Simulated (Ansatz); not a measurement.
# Al (Aluminum): Al interstitial

A defect calculation: Al interstitial in Al (Aluminum), supercell of 8 sites.

Program: Ansatz 0.2.0. Level of theory: DFT PBE, scalar-relativistic, plane waves, PAW. These are calculated values, not measurements.

### 1 Starting point

It takes space group Fm-3m (No. 225, cubic). The conventional cell has a = 4.041 Å, b = 4.041 Å, c = 4.041 Å, α = 90.00°, β = 90.00°, γ = 90.00°. Around Al (site symmetry m-3m) lie 12 Al at 2.86 Å.

Coordinates:

```
Al
1.0
     0.00000    2.02073    2.02073
     2.02073    0.00000    2.02073
     2.02073    2.02073    0.00000
Al
1
Direct
  0.00000 0.00000 0.00000
```

It is the result of an earlier relaxation at this level (volume 16.50 Å³/atom; gap on the mesh: none (metal)).

The perfect supercell (rows -2 2 0; 0 2 0; 0 2 -2 in vectors of this cell) comes from an earlier run at this level (8 atoms, E(σ→0) -4300.0813 eV, gap none (metal)).

### 2 Making the defect

The extra atom is put at (0.750, 0.750, 0.750) of the supercell, the middle of a void of radius 2.02 Å. A small random displacement (spread 0.05 Å) lets the symmetry of the site break. Its neighbours are 6 Al at 2.02 Å.

### 3 Relaxation at the host's cell

input.yaml reads:

```yaml
crystal:
  lattice:
    - [4.0414568106, -4.0414568106, 0.0]
    - [4.0414568106, 0.0, 4.0414568106]
    - [0.0, -4.0414568106, 4.0414568106]
  atoms:
    - { symbol: Al, position: [0.5096781077, 0.0056576194, -0.0310429865] }
    - { symbol: Al, position: [0.5057355733, -0.0013282767, 0.4917911185] }
    - { symbol: Al, position: [0.4931061369, 0.52692855, -0.009355827] }
    - { symbol: Al, position: [0.5, 0.5, 0.5] }
    - { symbol: Al, position: [0.0, 0.0, 0.0] }
    - { symbol: Al, position: [-0.0010419618, 0.0160422006, 0.4850816914] }
    - { symbol: Al, position: [-0.0038428963, 0.4900107332, 0.0059891081] }
    - { symbol: Al, position: [0.0086840789, 0.5167626145, 0.4940860191] }
    - { symbol: Al, position: [0.7605217499, 0.7384162183, 0.7650581697] }
basis:
  ecutwfc: 420
  xc_grid: 2
kpoints:
  mp_grid: { grid: [6, 6, 6], shift: [0.0, 0.0, 0.0] }
hamiltonian:
  xc: pbe
scf:
  occupations: { method: gaussian, width: 0.1 }
output:
  forces: true
  stress: false
  eigenvalues: true
relax:
  adjacent_minimum: "off"
  f_tol: 0.025
  max_steps: 45
```

The run is started by

```console
$ ansatz run input.yaml --threads 2 --pin off --max-ram 5120MiB --backend cpu --events-out ev --progress --plain --runs-dir out
```

**Question.** What will these runs give? Wanted: formation energy, neutral; nearest atoms after relaxation, one image of each, neutral.

The runs gave:

| quantity | value |
| --- | --- |
| formation energy, neutral | 5.31 eV |
| nearest atoms after relaxation, one image of each, neutral | 2 Al at 2.32 Å, 3 Al at 2.36 Å, 1 Al at 2.37 Å |

What this shows: Forming the neutral defect takes 5.31 eV with the elements as reservoirs. Spin polarisation was off in the neutral run, so a moment could not show there. With 8 host sites the defect feels its images, so energies are good to tenths of an eV at best. Other minima may exist.
